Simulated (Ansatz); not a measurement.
CaO:

```
Ca O
1.0
     0.00000    2.40356    2.40356
     2.40356    0.00000    2.40356
     2.40356    2.40356    0.00000
Ca O
1 1
Direct
  0.00000 0.00000 0.00000
  0.50000 0.50000 0.50000
```

The cell is a database's computed one.

Program: Ansatz 0.2.0. Alike in all runs: task single point; level HSE06 form with a typed share of exact exchange; potentials or basis Ansatz PAW; no spin polarisation; cell as given; k mesh 5 × 5 × 5; cutoff (eV) 420; smearing fermi-dirac 0.05 eV; the mesh is coarse, so values aren't converged.

**Question.** Order these runs on this cell by their band gap on the k mesh, lowest first.
A. share of exact exchange 0.05
B. share of exact exchange 0.25
C. share of exact exchange 0.2
D. share of exact exchange 0.15
E. share of exact exchange 0.3

**Answer.** A (4.17 eV), D (4.84 eV), C (5.19 eV), B (5.53 eV), E (5.89 eV).

Caveats: all runs use coarse meshes; odd divisions of the mesh miss points on the zone boundary, where band edges often lie, so the gap on the mesh can be too wide.

A k mesh can miss the band edges.
